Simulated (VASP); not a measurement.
# WS2 (R3m) in VASP: single point with PBE

Aim: the single point of WS2 with PBE.

Everything below comes from runs of VASP 6.6.1. Logs are shortened: lines on timing, memory, paths and dates and some standing lists are left out, and cuts for length are marked.

## Step 1: Starting point

It takes space group R3m (No. 160, trigonal). The conventional cell has a = 3.172 Å, b = 3.172 Å, c = 18.712 Å, α = 90.00°, β = 90.00°, γ = 120.00°. W (site symmetry 3m) has 6 S at 2.41 Å as nearest neighbours. Around S (site symmetry 3m) lie 3 W at 2.41 Å. S (site symmetry 3m) has 3 W at 2.41 Å as nearest neighbours.

The cell was built by a generator and needn't be a form met in nature.

## Step 2: Single point, PBE

Contents of INCAR:

```
PREC = Accurate
ENCUT = 520
EDIFF = 1E-7
ISMEAR = 0
SIGMA = 0.01
LREAL = False
LASPH = True
NELM = 100
ALGO = Fast
ISIF = 2
LWAVE = False
LCHARG = False
GGA = PE
NBANDS = 20
```

Contents of KPOINTS:

```
regular mesh
0
Gamma
  6 6 6
```

Contents of POSCAR:

```
WS2
1.0
    1.5858866948      0.9156121101      6.2374697496
   -1.5858866948      0.9156121101      6.2374697496
    0.0000000000     -1.8312242203      6.2374697496
W S
1 2
Direct
   -0.0000115685     -0.0000115685     -0.0000115685
    0.4167981689      0.4167981689      0.4167981689
    0.2498800663      0.2498800663      0.2498800663
```

Potentials or basis: VASP PAW PBE potentials, release 64 (W_sv, S).

Launch:

```bash
$ cat potpaw_PBE.64/W_sv/POTCAR potpaw_PBE.64/S/POTCAR > POTCAR
$ mpirun -np 1 vasp_std > vasp.out
```

OUTCAR:

```text
PREC = Accurate
   ENCUT = 520
   EDIFF = 1E-7
   ISMEAR = 0
   LREAL = False
   LASPH = True
   NELM = 100
   ISIF = 2
   GGA = PE

 ion  position               nearest neighbor table
   1  1.000  1.000  1.000-   3 2.41   3 2.41   3 2.41   2 2.41   2 2.41   2 2.41
   2  0.417  0.417  0.417-   1 2.41   1 2.41   1 2.41
   3  0.250  0.250  0.250-   1 2.41   1 2.41   1 2.41

  LATTYP: Found a trigonal (rhomboedric) cell.
 ALAT       =     6.5007238845
 COS(alpha) =     0.8809715257

  Lattice vectors:

 A1 = (   1.5858866948,   0.9156121101,   6.2374697496)
 A2 = (  -1.5858866948,   0.9156121101,   6.2374697496)
 A3 = (   0.0000000000,  -1.8312242203,   6.2374697496)

Analysis of symmetry for initial positions (statically):
=====================================================================
 Subroutine PRICEL returns:
 Original cell was already a primitive cell.

 Routine SETGRP: Setting up the symmetry group for a
 trigonal (rhombohedral) supercell.

 Subroutine GETGRP returns: Found  6 space group operations
 (whereof  6 operations were pure point group operations)
 out of a pool of 12 trial point group operations.

The static configuration has the point symmetry C_3v.

Analysis of symmetry for dynamics (positions and initial velocities):
=====================================================================
 Subroutine PRICEL returns:
 Original cell was already a primitive cell.

 Routine SETGRP: Setting up the symmetry group for a
 trigonal (rhombohedral) supercell.

 Subroutine GETGRP returns: Found  6 space group operations
 (whereof  6 operations were pure point group operations)
 out of a pool of 12 trial point group operations.

The dynamic configuration has the point symmetry C_3v.

 Subroutine INISYM returns: Found  6 space group operations
 (whereof  6 operations are pure point group operations),
 and found     1 'primitive' translations

----------------------------------------------------------------------------------------

                                     Primitive cell

  volume of cell :      54.3430

  direct lattice vectors                    reciprocal lattice vectors
     1.585886695  0.915612110  6.237469750     0.315281036  0.182027591  0.053440473
    -1.585886695  0.915612110  6.237469750    -0.315281036  0.182027591  0.053440473
     0.000000000 -1.831224220  6.237469750     0.000000000 -0.364055182  0.053440473

  length of vectors
     6.500723884  6.500723884  6.500723884     0.367956600  0.367956600  0.367956600

  position of ions in fractional coordinates (direct lattice)
     0.999988432  0.999988432  0.999988432
     0.416798169  0.416798169  0.416798169
     0.249880066  0.249880066  0.249880066

  ion indices of the primitive-cell ions
   primitive index   ion index
                 1           1
                 2           2
                 3           3

----------------------------------------------------------------------------------------

 KPOINTS: regular mesh

Automatic generation of k-mesh.
 Grid dimensions read from file:
 generate k-points for:    6    6    6

 Generating k-lattice:

  Cartesian coordinates                     Fractional coordinates (reciprocal lattice)
     0.052546839  0.030337932  0.008906745     0.166666667  0.000000000  0.000000000
    -0.052546839  0.030337932  0.008906745     0.000000000  0.166666667  0.000000000
     0.000000000 -0.060675864  0.008906745     0.000000000  0.000000000  0.166666667

  Length of vectors
     0.061326100  0.061326100  0.061326100

  Shift w.r.t. Gamma in fractional coordinates (k-lattice)
     0.000000000  0.000000000  0.000000000

 Subroutine IBZKPT returns following result:
 ===========================================

 Found     32 irreducible k-points:

 Following reciprocal coordinates:
            Coordinates               Weight
  0.000000  0.000000  0.000000      1.000000
  0.166667 -0.000000 -0.000000      6.000000
  0.333333 -0.000000 -0.000000      6.000000
  0.500000 -0.000000 -0.000000      3.000000
  0.166667  0.166667 -0.000000      6.000000
  0.333333  0.166667 -0.000000     12.000000
[... 16 lines left out ...]
  0.500000  0.500000  0.166667      6.000000
 -0.333333  0.500000  0.166667     12.000000
 [... further k-points ...]
   k-points           NKPTS =     32   k-points in BZ     NKDIM =     32   number of bands    NBANDS=     20
   number of dos      NEDOS =    301   number of ions     NIONS =      3
   total plane-waves  NPLWV = 110592
   dimension x,y,z NGX =    48 NGY =   48 NGZ =   48
   dimension x,y,z NGXF=    96 NGYF=   96 NGZF=   96
   ions per type =               1   2
   NGX,Y,Z   is equivalent  to a cutoff of  12.28, 12.28, 12.28 a.u.
   NGXF,Y,Z  is equivalent  to a cutoff of  24.55, 24.55, 24.55 a.u.
 SYSTEM =  unknown system
   PREC   = accura    normal or accurate (medium, high low for compatibility)
   ISTART =      0    job   : 0-new  1-cont  2-samecut
   ICHARG =      2    charge: 1-file 2-atom 10-const
   ISPIN  =      1    spin polarized calculation?
   LNONCOLLINEAR =      F non collinear calculations
   LSORBIT =      F    spin-orbit coupling
   LASPH  =      T    aspherical Exc in radial PAW
   ENCUT  =  520.0 eV  38.22 Ry    6.18 a.u.  12.09 12.09 12.09*2*pi/ulx,y,z
   NELM   =    100;   NELMIN=  2; NELMDL= -5     # of ELM steps
   EDIFF  = 0.1E-06   stopping-criterion for ELM
   LREAL  =      F    real-space projection
   EDIFFG = 0.1E-05   stopping-criterion for IOM
   NSW    =      0    number of steps for IOM
   IBRION =     -1    ionic relax: 0-MD 1-quasi-New 2-CG
   NFREE  =      0    steps in history (QN), initial steepest desc. (CG)
   ISIF   =      2    stress and relaxation
   ISYM   =      2    0-nonsym 1-usesym 2-fastsym
   POTIM  = 0.5000    time-step for ionic-motion
   TEBEG  =    0.0;   TEEND  =   0.0 temperature during run
   PSTRESS=    0.0 pullay stress
   NELECT =      26.0000    total number of electrons
   NUPDOWN=      -1.0000    fix difference up-down
   EMIN   =  10.00;   EMAX   =-10.00  energy-range for DOS
   EFERMI =   0.00;   METHOD = LEGACY
   ISMEAR =     0;   SIGMA  =   0.01  broadening in eV -4-tet -1-fermi 0-gaus
   EFERMI_NEDOS =   21; number of points for ismear=-14 and -15
   IALGO  =     68    algorithm
   IMIX   =      4    mixing-type and parameters
     AMIX     =   0.40;   BMIX     =  1.00
     AMIX_MAG =   1.60;   BMIX_MAG =  1.00
  volume/ion in A,a.u.               =      18.11       122.24
  Fermi-wavevector in a.u.,A,eV,Ry     =   1.280417  2.419638 22.306318  1.639468
  Thomas-Fermi vector in A             =   2.412846
   LORBIT       =      0    0 simple, 1 ext, 2 COOP (PROOUT), +10 PAW based schemes
   GGA     = PE    functional components
   LHFCALC =     F    Hartree Fock is set to
   AEXX    =    0.0000 exact exchange contribution
   IVDW    =     0    specifies the selected vdW correction
   LEPSILON=     F    determine dielectric tensor
   LRPA    =     F    only Hartree local field effects (RPA)
 non-spin polarized calculation
 RMM-DIIS sequential band-by-band and
 Gauss-broadening in eV      SIGMA  =   0.01
  energy-cutoff  :      520.00
  volume of cell :       54.34
 maximum number of plane-waves:      1476
   NGX = 25   NGY = 25   NGZ = 25

 number of electron      26.0000002 magnetization

 Free energy of the ion-electron system (eV)
  ---------------------------------------------------
  ext. energy  EPLUGINS =         0.00000000
  ---------------------------------------------------
  free energy    TOTEN  =       -23.63066888 eV

  energy without entropy =      -23.63066888  energy(sigma->0) =      -23.63066888

 E-fermi :   7.3336     XC(G=0): -10.8098

 val. band max:        7.2205165059   @ k =   0.5000   0.5000   0.5000
 cond. band min:       8.3143360072   @ k =  -0.1667   0.1667   0.0000
 fundamental gap:      1.0938195012
 Fermi energy:         7.3335518074

 k-point     1 :       0.0000    0.0000    0.0000
  band No.  band energies     occupation
      1     -67.4127      2.00000
      2     -31.6644      2.00000
      3     -31.5009      2.00000
      4     -31.5009      2.00000
      5      -8.3490      2.00000
      6      -6.4098      2.00000
[... 12 lines left out ...]
     19      15.0751      0.00000
     20      15.5338      0.00000

 k-point     2 :       0.1667   -0.0000   -0.0000
  band No.  band energies     occupation
      1     -67.4082      2.00000
      2     -31.6484      2.00000
      3     -31.5890      2.00000
      4     -31.5214      2.00000
      5      -7.8964      2.00000
      6      -6.2777      2.00000
[... 12 lines left out ...]
     19      15.6148      0.00000
     20      16.3175      0.00000

 k-point     3 :       0.3333   -0.0000   -0.0000
  band No.  band energies     occupation
      1     -67.3995      2.00000
      2     -31.7612      2.00000
      3     -31.6164      2.00000
      4     -31.5622      2.00000
      5      -6.8250      2.00000
      6      -5.9728      2.00000
[... 12 lines left out ...]
     19      14.5762      0.00000
     20      15.0098      0.00000

 k-point     4 :       0.5000   -0.0000   -0.0000
  band No.  band energies     occupation
      1     -67.3951      2.00000
      2     -31.8454      2.00000
      3     -31.6003      2.00000
      4     -31.5824      2.00000
      5      -6.1358      2.00000
      6      -5.7972      2.00000
[... 12 lines left out ...]
     19      13.8499      0.00000
     20      14.5077      0.00000

 k-point     5 :       0.1667    0.1667   -0.0000
  band No.  band energies     occupation
      1     -67.4083      2.00000
      2     -31.6484      2.00000
      3     -31.5890      2.00000
      4     -31.5214      2.00000
      5      -7.8822      2.00000
      6      -6.3047      2.00000
[... 12 lines left out ...]
     19      15.6344      0.00000
     20      16.1584      0.00000
[... 353 lines left out ...]
      6      -5.8487      2.00000
[... 12 lines left out ...]
     19      15.3657      0.00000
     20      15.5578      0.00000

 k-point    22 :      -0.1667    0.3333    0.1667
  band No.  band energies     occupation
      1     -67.3951      2.00000
      2     -31.8025      2.00000
      3     -31.6270      2.00000
      4     -31.6003      2.00000
      5      -6.1557      2.00000
      6      -5.7858      2.00000
[... 12 lines left out ...]
     19      14.9880      0.00000
     20      15.6192      0.00000

 k-point    23 :       0.5000    0.5000    0.1667
  band No.  band energies     occupation
      1     -67.3995      2.00000
      2     -31.7612      2.00000
      3     -31.6164      2.00000
      4     -31.5622      2.00000
      5      -6.6996      2.00000
      6      -6.1396      2.00000
[... 12 lines left out ...]
     19      14.5261      0.00000
     20      15.9704      0.00000

 k-point    24 :      -0.3333    0.5000    0.1667
  band No.  band energies     occupation
      1     -67.3951      2.00000
      2     -31.8025      2.00000
      3     -31.6270      2.00000
      4     -31.6003      2.00000
      5      -6.0722      2.00000
      6      -5.8788      2.00000
[... 12 lines left out ...]
     19      14.8901      0.00000
     20      15.5629      0.00000

 [... further k-points ...]
[... 5 lines left out ...]
  --------------------------------------------------------------------------------------
  -------------------------------------------------------------------------------------
  Total        0.9422888      0.9422888      1.4107867     -0.0000000     -0.0000000     -0.0000000
  in kB       27.7812131     27.7812131     41.5937969     -0.0000000     -0.0000000     -0.0000000
  external PRESSURE =      32.3854077 kB  Pullay stress =       0.0000000 kB

 VOLUME and BASIS-vectors are now :
 -----------------------------------------------------------------------------
  energy-cutoff  :      520.00
  volume of cell :       54.34
      direct lattice vectors                 reciprocal lattice vectors
     1.585886695  0.915612110  6.237469750     0.315281036  0.182027591  0.053440473
    -1.585886695  0.915612110  6.237469750    -0.315281036  0.182027591  0.053440473
     0.000000000 -1.831224220  6.237469750     0.000000000 -0.364055182  0.053440473

 POSITION                                       TOTAL-FORCE (eV/Angst)
 -----------------------------------------------------------------------------------
      0.00000     -0.00000     18.71219         0.000000     -0.000000      0.001228
      0.00000     -0.00000      7.79930         0.000000     -0.000000      0.201735
      0.00000     -0.00000      4.67586         0.000000      0.000000     -0.202963
 -----------------------------------------------------------------------------------
    total drift:                                0.000000     -0.000000     -0.000015

  FREE ENERGIE OF THE ION-ELECTRON SYSTEM (eV)
  ---------------------------------------------------
  free  energy   TOTEN  =       -23.6306688752 eV

  energy  without entropy=      -23.6306688752  energy(sigma->0) =      -23.63066888
```

Run time: 1.8 min. Hardware: 1 thread of Intel Xeon Platinum 8259CL at 2.50GHz (Skylake/Cascade Lake), shared host; peak memory 0.32 GiB.

What came out:

```
Free energy            : -23.6307 eV
Pressure               : 3.2 GPa
Largest force          : 0.203 eV/Å
Band gap on the k mesh : 1.09 eV, indirect (least direct gap 1.84 eV)
```

Forces in eV/Å, atoms in the order of the input:
```
W    0.000  0.000  0.001
S    0.000  0.000  0.202
S    0.000  0.000 -0.203
```

Stress tensor (GPa, compression positive):
```
2.78 0.00 0.00
0.00 2.78 0.00
0.00 0.00 4.16
```

Levels at points of the mesh, in eV from the valence-band top:
| k point | band 10 | band 11 | band 12 | band 13 | band 14 | band 15 | band 16 | band 17 |
| --- | --- | --- | --- | --- | --- | --- | --- | --- |
| (0.00, 0.00, 0.00) | -2.30 | -2.30 | -1.59 | -1.13 | 2.22 | 2.22 | 2.50 | 2.50 |
| (0.50, 0.00, 0.00) | -4.13 | -2.56 | -1.85 | -1.67 | 2.28 | 2.61 | 3.63 | 3.92 |
| (0.50, 0.50, 0.00) | -4.06 | -3.09 | -2.01 | -1.52 | 2.24 | 2.74 | 3.23 | 4.35 |
| (0.50, 0.50, 0.50) | -3.54 | -2.27 | -2.27 | 0.00 | 2.30 | 2.30 | 2.39 | 2.39 |

Caveat: spin-orbit coupling is left out, which moves the levels of the heavy elements.
